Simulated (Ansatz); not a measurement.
AlO:

```
Al O
1.0
     2.76919    0.00000    0.00000
     0.00000    2.76919    0.00000
     0.00000    0.00000    2.76919
Al O
1 1
Direct
  0.50000 0.50000 0.50000
  0.00000 0.00000 0.00000
```

The cell was built by a generator and needn't be a form met in nature.

```yaml
Program: Ansatz 0.2.0
Task: relaxation of cell and atoms
Functional: r2SCAN
Potentials_or_basis: Ansatz PAW
Cutoff: "500 eV (not typed: the program's choice for these potentials)"
k_mesh: 10 × 10 × 10
Occupations: fermi-dirac, width 0.05 eV
Spin: no spin polarisation
```

At the start: volume 10.62 Å³/atom.

Task: How do energy, volume and symmetry change on relaxing?

Result: It ends after 6 steps and the volume is 10.32 Å³/atom (-2.8 %); space group Pm-3m (No. 221, to 0.05 Å).

Step by step:
```tsv
step	energy change (eV)	largest force (eV/Å)	volume (Å³)
1	0.0000	0.0000	21.24
2	-0.0067	0.0000	20.81
3	-0.0074	0.0000	20.63
4	-0.0071	0.0000	20.63
5	-0.0071	0.0000	20.64
6	-0.0071	0.0000	20.64
```

Final structure:
```xyz
2
Lattice="2.7431 0.0000 0.0000 0.0000 2.7431 0.0000 0.0000 0.0000 2.7431" Properties=species:S:1:pos:R:3 pbc="T T T"
Al    1.3716    1.3716    1.3716
O     0.0000    0.0000    0.0000
```

Caveat: the plane-wave basis is chosen anew once the cell has moved, so the energies of steps on either side of that aren't comparable; an odd number of electrons without spin polarisation forces a metal; a magnetic or distorted state may lie lower; the PAW data sets come from PBE, with cores solved anew for the run's functional, which leaves a small shift of forces and pressure.
